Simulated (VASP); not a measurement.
# GaP (F-43m) in VASP: notebook

Aim: see how the results for GaP move with the level of theory and the settings. Levels: PBE, HSE06, PBE0. Tasks: evGW0 quasiparticle levels, elastic constants, band structure.

Program: VASP 6.6.1. These are calculated values, not measurements. Logs are shortened: lines on timing, memory, paths and dates and some standing lists are left out, and cuts for length are marked.

**Measured values to compare with.**

“Stacking defects in GaP nanowires: Electronic structure and optical properties”, 2018, arxiv:1810.01194 quotes, for a bulk crystal of GaP at 10 K: band gap 2.34 eV (indirect).

How close the calculation comes is told below.

## Step 1: The structure

It takes space group F-43m (No. 216, cubic). Conventional cell: a = 5.437 Å, b = 5.437 Å, c = 5.437 Å, α = 90.00°, β = 90.00°, γ = 90.00°. Ga (site symmetry -43m) is surrounded by 4 P at 2.35 Å. P (site symmetry -43m) has 4 Ga at 2.35 Å as nearest neighbours.

## Step 2: EvGW0 quasiparticle levels, PBE

Contents of POSCAR:

```
GaP                                     
1.0
    0.0000000000      2.7184163014      2.7184163014
    2.7184163014      0.0000000000      2.7184163014
    2.7184163014      2.7184163014      0.0000000000
  Ga              P             
     1     1
Direct
     0.0000000000000000    0.0000000000000000    0.0000000000000000
     0.2500000000000000    0.2500000000000000    0.2500000000000000
```

Contents of INCAR.step1:

```
SYSTEM = GaP
PREC = Accurate ; ENCUT = 500
EDIFF = 1E-8 ; ISMEAR = 0
SIGMA = 0.01 ; LREAL = .False.
LASPH = .True. ; NELM = 80
ALGO = Normal ; LWAVE = .True.
LCHARG = .False. ; GGA = PE
KPAR = 4
```

Contents of INCAR.step2:

```
SYSTEM = GaP
PREC = Accurate ; ENCUT = 500
EDIFF = 1E-8 ; ISMEAR = 0
SIGMA = 0.01 ; LREAL = .False.
LASPH = .True. ; NELM = 1
ALGO = Exact ; LWAVE = .True.
LCHARG = .False. ; GGA = PE
KPAR = 4 ; NBANDS = 160
LOPTICS = .True. ; ISTART = 1
```

Contents of INCAR.step3:

```
SYSTEM = GaP
PREC = Accurate ; ENCUT = 500
EDIFF = 1E-8 ; ISMEAR = 0
SIGMA = 0.01 ; LREAL = .False.
LASPH = .True. ; ALGO = EVGW0
LWAVE = .False. ; LCHARG = .False.
GGA = PE ; KPAR = 4
NELMGW = 4 ; NBANDS = 160
ENCUTGW = 150 ; NOMEGA = 48
PRECFOCK = Fast ; ISTART = 1
NBANDSGW = 17
```

Contents of KPOINTS:

```
regular mesh
0
Gamma
  4 4 4
  0 0 0
```

Potentials or basis: VASP PAW PBE potentials, release 64 (Ga_d_GW, P_GW).

Started as:

```bash
$ cat potpaw_PBE.64/Ga_d_GW/POTCAR potpaw_PBE.64/P_GW/POTCAR > POTCAR
$ cp INCAR.step1 INCAR
$ mpirun -np 4 vasp_std > vasp.out
$ cp INCAR.step2 INCAR
$ mpirun -np 4 vasp_std > vasp.out
$ cp INCAR.step3 INCAR
$ mpirun -np 4 vasp_std > vasp.out
```

OUTCAR:

```text
SYSTEM = GaP
   PREC = Accurate
   ENCUT = 500
   EDIFF = 1E-8
   ISMEAR = 0
   LREAL = .False.
   LASPH = .True.
   GGA = PE
   NELMGW = 4
   ENCUTGW = 150
   PRECFOCK = Fast
   ISTART = 1

 ion  position               nearest neighbor table
   1  0.000  0.000  0.000-   2 2.35   2 2.35   2 2.35   2 2.35
   2  0.250  0.250  0.250-   1 2.35   1 2.35   1 2.35   1 2.35

  LATTYP: Found a face centered cubic cell.
 ALAT       =     5.4368326028

  Lattice vectors:

 A1 = (   0.0000000000,   2.7184163014,   2.7184163014)
 A2 = (   2.7184163014,   0.0000000000,   2.7184163014)
 A3 = (   2.7184163014,   2.7184163014,   0.0000000000)

Analysis of symmetry for initial positions (statically):
=====================================================================
 Subroutine PRICEL returns:
 Original cell was already a primitive cell.

 Routine SETGRP: Setting up the symmetry group for a
 face centered cubic supercell.

 Subroutine GETGRP returns: Found 24 space group operations
 (whereof 24 operations were pure point group operations)
 out of a pool of 48 trial point group operations.

The static configuration has the point symmetry T_d .

Analysis of symmetry for dynamics (positions and initial velocities):
=====================================================================
 Subroutine PRICEL returns:
 Original cell was already a primitive cell.

 Routine SETGRP: Setting up the symmetry group for a
 face centered cubic supercell.

 Subroutine GETGRP returns: Found 24 space group operations
 (whereof 24 operations were pure point group operations)
 out of a pool of 48 trial point group operations.

The dynamic configuration has the point symmetry T_d .

 Subroutine INISYM returns: Found 24 space group operations
 (whereof 24 operations are pure point group operations),
 and found     1 'primitive' translations

----------------------------------------------------------------------------------------

                                     Primitive cell

  volume of cell :      40.1770

  direct lattice vectors                    reciprocal lattice vectors
     0.000000000  2.718416301  2.718416301    -0.183930622  0.183930622  0.183930622
     2.718416301  0.000000000  2.718416301     0.183930622 -0.183930622  0.183930622
     2.718416301  2.718416301  0.000000000     0.183930622  0.183930622 -0.183930622

  length of vectors
     3.844421202  3.844421202  3.844421202     0.318577182  0.318577182  0.318577182

  position of ions in fractional coordinates (direct lattice)
     0.000000000  0.000000000  0.000000000
     0.250000000  0.250000000  0.250000000

  ion indices of the primitive-cell ions
   primitive index   ion index
                 1           1
                 2           2

----------------------------------------------------------------------------------------

 KPOINTS: regular mesh

Automatic generation of k-mesh.
 Grid dimensions read from file:
 generate k-points for:    4    4    4

 Generating k-lattice:

  Cartesian coordinates                     Fractional coordinates (reciprocal lattice)
    -0.045982655  0.045982655  0.045982655     0.250000000  0.000000000  0.000000000
     0.045982655 -0.045982655  0.045982655     0.000000000  0.250000000  0.000000000
     0.045982655  0.045982655 -0.045982655     0.000000000  0.000000000  0.250000000

  Length of vectors
     0.079644295  0.079644295  0.079644295

  Shift w.r.t. Gamma in fractional coordinates (k-lattice)
     0.000000000  0.000000000  0.000000000

 Subroutine IBZKPT returns following result:
 ===========================================

 Found      8 irreducible k-points:

 Following reciprocal coordinates:
            Coordinates               Weight
  0.000000  0.000000  0.000000      1.000000
  0.250000  0.000000  0.000000      8.000000
  0.500000  0.000000  0.000000      4.000000
  0.250000  0.250000  0.000000      6.000000
  0.500000  0.250000  0.000000     24.000000
 -0.250000  0.250000  0.000000     12.000000
  0.500000  0.500000  0.000000      3.000000
 -0.250000  0.500000  0.250000      6.000000
   k-points           NKPTS =      8   k-points in BZ     NKDIM =     64   number of bands    NBANDS=    160
   number of dos      NEDOS =    301   number of ions     NIONS =      2
   total plane-waves  NPLWV =  21952
   dimension x,y,z NGX =    28 NGY =   28 NGZ =   28
   dimension x,y,z NGXF=    56 NGYF=   56 NGZF=   56
   ions per type =               1   1
   NGX,Y,Z   is equivalent  to a cutoff of  12.11, 12.11, 12.11 a.u.
   NGXF,Y,Z  is equivalent  to a cutoff of  24.22, 24.22, 24.22 a.u.
 SYSTEM =  GaP
   PREC   = accura    normal or accurate (medium, high low for compatibility)
   ISTART =      1    job   : 0-new  1-cont  2-samecut
   ICHARG =      0    charge: 1-file 2-atom 10-const
   ISPIN  =      1    spin polarized calculation?
   LNONCOLLINEAR =      F non collinear calculations
   LSORBIT =      F    spin-orbit coupling
   LASPH  =      T    aspherical Exc in radial PAW
   ENCUT  =  500.0 eV  36.75 Ry    6.06 a.u.   7.01  7.01  7.01*2*pi/ulx,y,z
   NELM   =     60;   NELMIN=  2; NELMDL=  0     # of ELM steps
   EDIFF  = 0.1E-07   stopping-criterion for ELM
   LREAL  =      F    real-space projection
   EDIFFG = 0.1E-06   stopping-criterion for IOM
   NSW    =      0    number of steps for IOM
   IBRION =     -1    ionic relax: 0-MD 1-quasi-New 2-CG
   NFREE  =      0    steps in history (QN), initial steepest desc. (CG)
   ISIF   =      0    stress and relaxation
   ISYM   =      3    0-nonsym 1-usesym 2-fastsym
   POTIM  = 0.5000    time-step for ionic-motion
   TEBEG  =    0.0;   TEEND  =   0.0 temperature during run
   PSTRESS=    0.0 pullay stress
   NELECT =      18.0000    total number of electrons
   NUPDOWN=      -1.0000    fix difference up-down
   EMIN   =  10.00;   EMAX   =-10.00  energy-range for DOS
   EFERMI =   0.00;   METHOD = LEGACY
   ISMEAR =     0;   SIGMA  =   0.01  broadening in eV -4-tet -1-fermi 0-gaus
   EFERMI_NEDOS =   21; number of points for ismear=-14 and -15
   IALGO  =     38    algorithm
   IMIX   =      4    mixing-type and parameters
     AMIX     =   0.40;   BMIX     =  1.00
     AMIX_MAG =   1.60;   BMIX_MAG =  1.00
  volume/ion in A,a.u.               =      20.09       135.56
  Fermi-wavevector in a.u.,A,eV,Ry     =   1.252679  2.367220 21.350316  1.569204
  Thomas-Fermi vector in A             =   2.386568
   LORBIT       =      0    0 simple, 1 ext, 2 COOP (PROOUT), +10 PAW based schemes
   GGA     = PE    functional components
   LHFCALC =     T    Hartree Fock is set to
   PRECFOCK=fast      Normal, Fast or Accurate (Low or Medium for compatibility)
   ENCUT4O =  -1.0   cutoff for four orbital integrals eV
   NKREDX  =     1    reduce k-point grid by
   NKREDY  =     1    reduce k-point grid by
   NKREDZ  =     1    reduce k-point grid by
   AEXX    =    1.0000 exact exchange contribution
   HFSCREEN=    0.0000 screening length (either q_TF or 0.3 A-1)
   HFSCREENC=   0.0000 screening length for correlation (either q_TF or 0.3 A-1)
   ENCUTFOCK=  -1.0 apply spherical cutoff to Coloumb kernel
   IVDW    =     0    specifies the selected vdW correction
   LEPSILON=     F    determine dielectric tensor
   LRPA    =     F    only Hartree local field effects (RPA)
   LRPAFORCE           =     F    calculate RPA forces
   ENCUTGW             = 150.0    cutoff for response function in eV
   ENCUTGWSOFT         = 120.0    soft cutoff for Coulomb kernel in GW response function in eV
   ENCUTLF             =  -1.0    cutoff for local field effects
   NELMGW              =     4    number of iterations in solving QP/BSE equation
   NELMHF              =     1    number of iterations in the inner HF iteration
   NKREDLFX            =     1    NKREDLFY  =   1   NKREDLFZ  =   1
 non-spin polarized calculation
 Gauss-broadening in eV      SIGMA  =   0.01
  energy-cutoff  :      500.00
  volume of cell :       40.18
 maximum number of plane-waves:      1036
  NGX = 16; NGY = 16; NGZ = 16
   NGX = 13   NGY = 13   NGZ = 13
 maximum number of plane-waves:       176

 QP shifts <psi_nk| G(iteration)W_0 |psi_nk>: iteration 1
 for sc-GW calculations column KS-energies equals QP-energies in previous step
 and V_xc(KS)=  KS-energies - (<T + V_ion + V_H > + <T+V_H+V_ion>^1  + <V_x>^1)

 k-point   1 :       0.0000    0.0000    0.0000
  band No.  KS-energies  QP-energies   sigma(KS)   V_xc(KS)     V^pw_x(r,r')   Z            occupation Imag(sigma)

      1     -10.1244     -12.4649     -25.0937     -21.6784     -35.0001       0.6853       2.0000       0.2386
      2     -10.1244     -12.4649     -25.0937     -21.6784     -35.0001       0.6853       2.0000       0.2386
      3     -10.1244     -12.4649     -25.0937     -21.6784     -35.0001       0.6853       2.0000       0.2386
      4     -10.0240     -12.3992     -25.2572     -21.8034     -35.1369       0.6877       2.0000       0.2017
      5     -10.0240     -12.3992     -25.2572     -21.8034     -35.1369       0.6877       2.0000       0.2017
      6      -8.0770      -8.6188     -12.2127     -11.3736     -18.6953       0.6457       2.0000       1.0476
[... 9 lines left out ...]
     16      14.1953      14.4272     -10.5548     -10.8654      -5.0290       0.7466       0.0000      -0.2516
     17      16.9210      16.7849      -8.4345      -8.2534      -2.4556       0.7513       0.0000      -0.4892

 k-point   2 :       0.2500    0.0000    0.0000
  band No.  KS-energies  QP-energies   sigma(KS)   V_xc(KS)     V^pw_x(r,r')   Z            occupation Imag(sigma)

      1     -10.1690     -12.4585     -24.7979     -21.4480     -34.6587       0.6834       2.0000       0.2605
      2     -10.1097     -12.4554     -25.1249     -21.7062     -35.0346       0.6861       2.0000       0.2370
      3     -10.1097     -12.4554     -25.1249     -21.7062     -35.0346       0.6861       2.0000       0.2370
      4     -10.0232     -12.4035     -25.2579     -21.8056     -35.1415       0.6895       2.0000       0.2020
      5     -10.0232     -12.4035     -25.2579     -21.8056     -35.1415       0.6895       2.0000       0.2020
      6      -7.2933      -7.8842     -12.6299     -11.7528     -18.9009       0.6736       2.0000       0.9737
[... 9 lines left out ...]
     16      14.4121      14.2532      -8.1459      -7.9371      -2.4910       0.7611       0.0000      -0.3341
     17      17.6064      17.5886      -9.1419      -9.1182      -2.9501       0.7493       0.0000      -0.5509

 k-point   3 :       0.5000    0.0000    0.0000
  band No.  KS-energies  QP-energies   sigma(KS)   V_xc(KS)     V^pw_x(r,r')   Z            occupation Imag(sigma)
[... 595 lines left out ...]
      1     -13.4042     -13.4694     -24.5502      11.0501     -34.4365       0.6788       2.0000       0.3226
      2     -13.3700     -13.4386     -25.1056      11.6350     -34.9919       0.6823       2.0000       0.2133
      3     -13.3435     -13.4067     -25.1892      11.7544     -35.1737       0.6923       2.0000       0.2593
      4     -13.3435     -13.4067     -25.1892      11.7544     -35.1737       0.6923       2.0000       0.2593
      5     -13.3280     -13.3937     -25.2656      11.8429     -35.1940       0.6936       2.0000       0.2067
      6      -5.8735      -5.8870     -13.5201       7.6271     -19.1601       0.6905       2.0000       0.7081
[... 9 lines left out ...]
     16      17.5642      17.5639     -10.9434      28.5072      -4.6593       0.7526       0.0000      -0.5620
     17      17.5642      17.5639     -10.9434      28.5072      -4.6593       0.7526       0.0000      -0.5620

 k-point   8 :      -0.2500    0.5000    0.2500
  band No. old QP-enery  QP-energies   sigma(KS)   T+V_ion+V_H  V^pw_x(r,r')   Z            occupation Imag(sigma)

      1     -13.3799     -13.4438     -24.5606      11.0869     -34.4544       0.6814       2.0000       0.3273
      2     -13.3651     -13.4295     -25.1285      11.6699     -35.1004       0.6893       2.0000       0.2552
      3     -13.3507     -13.4300     -25.1749      11.7091     -35.1169       0.6887       2.0000       0.2340
      4     -13.3507     -13.4031     -25.1639      11.7371     -35.1059       0.6887       2.0000       0.2340
      5     -13.3385     -13.4053     -25.2335      11.7982     -35.1519       0.6899       2.0000       0.2061
      6      -5.7894      -5.8026     -13.7119       7.9035     -19.3583       0.6948       2.0000       0.6975
[... 9 lines left out ...]
     16      18.4912      18.4912     -10.9087      29.3998      -4.0533       0.7375       0.0000      -0.6792
     17      18.4310      18.4306     -10.1955      28.6260      -3.7370       0.7508       0.0000      -0.6397
```

It took 3.1 min on 4 MPI ranks of Intel Xeon Platinum 8488C (Sapphire Rapids), shared host; peak memory 0.36 GiB.

What came out:

```
Band gap on the k mesh, mean-field level : 1.61 eV, indirect (least direct gap 1.88 eV)
Quasiparticle gap                        : 2.22 eV
Least direct quasiparticle gap           : 2.94 eV
```

Quasiparticle gap after each update of the energies (eV): 2.11, 2.20, 2.22, 2.22

Caveat: the k mesh is coarse (spacing up to 0.50 Å⁻¹), so the values aren't converged; the cutoff is under 1.25 times the usual one of these potentials, so pressure, stress and relaxed cells hold a basis-set (Pulay) error; bands, screening cutoff and mesh are small and nothing is extrapolated, so the quasiparticle values aren't converged.

## Step 3: Elastic constants, PBE

This run uses another cell than the first one, of 20.86 Å³/atom, 1.038 times its volume.

Contents of POSCAR:

```
GaP
1.0
    0.0000000000      2.7528246308      2.7528246308
    2.7528246308      0.0000000000      2.7528246308
    2.7528246308      2.7528246308      0.0000000000
  Ga              P
     1     1
Direct
     0.0000000000000000    0.0000000000000000    0.0000000000000000
     0.2500000000000000    0.2500000000000000    0.2500000000000000
```

Contents of INCAR.step1:

```
ALGO = Fast
EDIFF = 1E-8
EDIFFG = -0.002
ENCUT = 600
GGA = PE
IBRION = 2
ISIF = 3
ISMEAR = 0
LASPH = True
LCHARG = False
LREAL = False
LWAVE = False
NELM = 80
NSW = 40
PREC = Accurate
SIGMA = 0.03
```

Contents of INCAR.step2:

```
ALGO = Fast
EDIFF = 1E-8
ENCUT = 600
GGA = PE
IBRION = 6
ISIF = 3
ISMEAR = 0
LASPH = True
LCHARG = False
LREAL = False
LWAVE = False
NELM = 80
NFREE = 2
NSW = 1
POTIM = 0.015
PREC = Accurate
SIGMA = 0.03
```

Contents of KPOINTS:

```
k-points
0
Gamma
  8 8 8
```

Potentials or basis: VASP PAW PBE potentials, release 64 (Ga_d, P).

Started as:

```bash
$ cat potpaw_PBE.64/Ga_d/POTCAR potpaw_PBE.64/P/POTCAR > POTCAR
$ cp INCAR.step1 INCAR
$ mpirun -np 1 vasp_std > vasp.out
$ cp CONTCAR POSCAR
$ cp INCAR.step2 INCAR
$ mpirun -np 1 vasp_std > vasp.out
```

Wall time 5.9 min (1 thread of Intel Xeon 6975P-C (Granite Rapids), shared host); peak memory 0.33 GiB.

Results (log left out):

- Elastic constants C11, C12, C44: 126, 53, 65 GPa
- Voigt bulk modulus: 77 GPa
- Highest phonon frequency at Γ, LO-TO splitting left out: 343 cm⁻¹

Phonon frequencies in cm⁻¹ (negative: imaginary):
```
              q point        frequencies
(0.000, 0.000, 0.000)  0 0 0 343 343 343
```

Elastic tensor in Voigt notation (GPa, in the Cartesian axes of the cell as first typed):
```
126  53  53   0   0   0
 53 126  53   0   0   0
 53  53 126   0   0   0
  0   0   0  65   0   0
  0   0   0   0  65   0
  0   0   0   0   0  65
```

Clamped-ion elastic tensor (GPa):
```
126  53  53   0   0   0
 53 126  53   0   0   0
 53  53 126   0   0   0
  0   0   0  82   0   0
  0   0   0   0  82   0
  0   0   0   0   0  82
```

(Part 1 of 2 ends here.)
